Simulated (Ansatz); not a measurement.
# C: the cost of one run

Computed with Ansatz 0.2.0 (DFT PBE, scalar-relativistic, unless a step's input says otherwise).

## (1) The starting structure

It takes space group R-3m (No. 166, trigonal). The conventional cell has a = 2.460 Å, b = 2.460 Å, c = 33.450 Å, α = 90.00°, β = 90.00°, γ = 120.00°. Around C (site symmetry 3m) lie 3 C at 1.42 Å.

Structure file:

```xyz
4
Lattice="1.2300 0.7101 11.1500 -1.2300 0.7101 11.1500 0.0000 -1.4203 11.1500" Properties=species:S:1:pos:R:3 pbc="T T T"
C     0.0000    0.0000    1.6725
C     0.0000    0.0000   31.7775
C     0.0000    0.0000    9.4664
C     0.0000    0.0000   23.9837
```

Atoms are numbered in the order of the input: C1, C2, C3, C4.

## (2) Volume × 0.94, LAPW

File input.yaml:

```yaml
crystal:
  lattice:
    - [1.2048903849, 0.695643788, 10.9223851122]
    - [-1.2048903849, 0.695643788, 10.9223851122]
    - [0.0, -1.3912875762, 10.9223851122]
  atoms:
    - { symbol: C, position: [0.05, 0.05, 0.05] }
    - { symbol: C, position: [0.95, 0.95, 0.95] }
    - { symbol: C, position: [0.283, 0.283, 0.283] }
    - { symbol: C, position: [0.717, 0.717, 0.717] }
kpoints:
  mp_grid: { grid: [15, 15, 15] }
  band_path:
    path:
      - [0.0, 0.0, 0.0]
      - [0.5, 0.5, 0.5]
      - [0.8306290786, 0.1693709214, 0.5]
      - [0.5, -0.1693709214, 0.1693709214]
      - [0.5, 0.0, 0.0]
      - [0.0, 0.0, 0.0]
      - [0.3346854607, -0.3346854607, 0.0]
      - [0.6653145393, 0.0, 0.3346854607]
      - [0.5, 0.0, 0.5]
    npoints: 5
scf:
  occupations: { method: fermi_dirac, width: 0.08 }
hamiltonian:
  xc: pbe
  pseudopotentials: { kind: all_electron, lapw: { basis_error: 0.001 } }
output:
  forces: true
  stress: true
  eigenvalues: true
```

Launch:

```
$ ansatz run input.yaml --threads 1 --pin off --max-ram 4096MiB --backend cpu --events-out ev --progress --plain --runs-dir out
```

**Question.** How long does this run take on 1 thread of Arm Neoverse V1, shared host, and how much memory does it need?

About 3.5 min, with a peak of 1.5 GiB.
